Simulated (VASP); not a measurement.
Set up this calculation in VASP 6.6.1, as the native input.

```yaml
Task: single point
Functional: PBEsol
Potentials_or_basis: VASP PAW PBE potentials, release 64 (Mg)
Cutoff: 520 eV
k_mesh: 15 × 15 × 8
Occupations: gaussian, width 0.1 eV
Spin: no spin polarisation
Dipole_correction: no
Further_INCAR_settings: ALGO = Fast; EDIFF = 1e-06; NBANDS = 9
```

The structure of Mg lies in POSCAR:

```
Mg
1.0
    3.1881999953      0.0000000000      0.0000000000
   -1.5940999976      2.7610621883      0.0000000000
    0.0000000000      0.0000000000      5.1084658785
Mg
2
Direct
    0.3333333333      0.6666666667      0.2500000000
    0.6666666667      0.3333333333      0.7500000000
```

These files were run (other wordings do the same):

INCAR

```
PREC = Accurate
ENCUT = 520
EDIFF = 1E-6
ISMEAR = 0
SIGMA = 0.1
LREAL = F
LASPH = T
NELM = 80
ALGO = Fast
ISIF = 2
LWAVE = F
LCHARG = F
GGA = PS
NBANDS = 9
```

KPOINTS

```
regular mesh
0
Gamma
  15 15 8
```

Potentials or basis: VASP PAW PBE potentials, release 64 (Mg).

Launch:

```sh
$ cat potpaw_PBE.64/Mg/POTCAR > POTCAR
$ mpirun -np 1 vasp_std > vasp.out
```

It gave:

```json
{"Pressure": "0.0 GPa", "Band gap on the k mesh": "none (metal or under the smearing width)"}
```

Caveat: the PAW data sets were made with another functional, which shifts forces and pressure a little.

Wall time 24 s on 1 thread of Intel(R) Xeon(R) Platinum 8488C (Sapphire Rapids), with other jobs on the host, peak memory 0.18 GiB.
